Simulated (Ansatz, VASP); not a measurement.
One calculation of Mn, two programs

```
Mn
1.0
     2.31484    0.00000    0.00000
     0.00000    2.31484    0.00000
     0.00000    0.00000    2.31484
Mn
1
Direct
  0.00000 0.00000 0.00000
```

The cell was built by a generator and needn't be a form met in nature.

Alike in both runs: functional BLYP; k mesh 13 × 13 × 13; occupations fermi-dirac, width 0.1 eV; no spin polarisation.

Ansatz relaxed the structure, and its values are those at the end. VASP's run is a single point on that final structure, the one shown.

|  | VASP | Ansatz |
| --- | --- | --- |
| version | VASP 6.6.1 | Ansatz 0.2.0 |
| potentials or method | VASP PAW PBE potentials, release 64 (Mn_pv) | plane waves (420 eV) with PAW, scalar-relativistic |
| plane-wave cutoff (eV) | 520 | 420 |
| valence electrons in the cell | 13 | 15 |

|  | VASP | Ansatz | Ansatz less VASP |
| --- | --- | --- | --- |
| pressure (GPa) | 0.2 | 0.0 | -0.18 |

The two sets of potentials don't hold the same shells in valence.

Caveats: the PAW data sets were made with another functional, which shifts forces and pressure a little (VASP); the run has no spin polarisation, though such a crystal can be magnetic. Spin polarisation is off, so any magnetic state and its effect on volume and gap are missing.
